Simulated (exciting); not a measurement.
Ta: single point with PBE

Ta:

```
Ta
1.0
    -1.65128    1.65128    1.65128
     1.65128   -1.65128    1.65128
     1.65128    1.65128   -1.65128
Ta
1
Direct
  0.00000 0.00000 0.00000
```

| Quantity | Value |
| --- | --- |
| Program | exciting (release sodium) |
| Task | single point |
| Functional | PBE |
| Potentials or basis | all-electron LAPW+lo, shipped species files, valence relativity iora* |
| rgkmax | 9 |
| k mesh | 11 × 11 × 11 |
| Occupations | gaussian, width 0.022 eV |
| Spin | no spin polarisation |

```json
{
  "Band gap on the k mesh": "none (metal or under the smearing width)"
}
```

Levels at points of the mesh, in eV from the Fermi level:
```tsv
k point	band 10	band 11	band 12	band 13	band 14	band 15	band 16	band 17
(0.00, 0.00, 0.00)	-18.79	-18.74	-7.87	0.77	0.77	0.77	4.05	4.05
```

Wall time 29 s on 1 thread of Arm Neoverse V1, on a shared host, peak memory 0.1 GiB.

The run has no spin-orbit coupling, so splittings on Ta are missing.
